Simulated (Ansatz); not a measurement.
Input and command of a plane-wave DFT calculation in Ansatz:

```yaml
crystal:
  lattice:
    - [2.5031935029, 0.0, 0.0]
    - [-1.2515967514, 2.1678291641, 0.0]
    - [0.0, 0.0, 4.1688841719]
  atoms:
    - { symbol: C, position: [0.2639323007, 0.6319661504, 0.0496722122] }
    - { symbol: C, position: [0.6666666667, 0.3333333333, 0.5627335268] }
    - { symbol: C, position: [0.3333333333, 0.6666666667, 0.4372664732] }
    - { symbol: C, position: [0.6666666667, 0.3333333333, 0.9372664732] }
basis:
  ecutwfc: 500
kpoints:
  mp_grid: { grid: [12, 12, 6] }
hamiltonian:
  xc: r2scan
scf:
  occupations: { method: gaussian, width: 0.05 }
output:
  forces: true
  stress: true
  eigenvalues: true
  write_density: true
  write_potential: true
  elf: true
  volumetric_format: npy
```

```bash
ansatz run input.yaml --threads 1 --pin off --max-ram 2560MiB --backend cpu --events-out ev --progress --plain --runs-dir out
```

Processor: Arm Neoverse V1, 1 thread, on a host shared with other jobs.

Question: How long does it run, and how much memory does it take?

Answer: About 24 s on 1 thread of Arm Neoverse V1, with other jobs on the host, peak memory 0.41 GiB. It solves 12 bands at 242 k points (the mesh reduced by symmetry) with about 573 plane waves, in 7 SCF iterations.
